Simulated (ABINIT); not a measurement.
The system is MgO.

```
CELL_PARAMETERS angstrom
3.30779 0.00000 0.00000
-1.65389 2.86463 0.00000
0.00000 0.00000 4.98288
ATOMIC_POSITIONS crystal
Mg 0.66667 0.33333 0.50216
Mg 0.33333 0.66667 0.00216
O 0.66667 0.33333 0.90244
O 0.33333 0.66667 0.40244
```

Measurements of this composition are mostly on another form, of space group No. 225.

Program: ABINIT 10.8.3 (patched build). Alike in all runs: task band structure; no spin polarisation; cell as given; k mesh 9 × 9 × 6; smearing fermi-dirac 0.05 eV.

Q: Order these runs on this cell by their pressure, lowest first.
A. level r2SCAN; potentials or basis JTH PAW PBE v2.0; cutoff (eV) 762; fine-grid cutoff 1360.57 eV
B. level LDA; potentials or basis JTH PAW LDA v2.0; cutoff (eV) 626; fine-grid cutoff 1224.51 eV
C. level PBE; potentials or basis JTH PAW PBE v2.0; cutoff (eV) 626; fine-grid cutoff 1224.51 eV

A: B (-3.8 GPa), A (-0.2 GPa), C (3.4 GPa).

Caveats: the PAW data sets were made with another functional, which shifts forces and pressure a little (some runs).
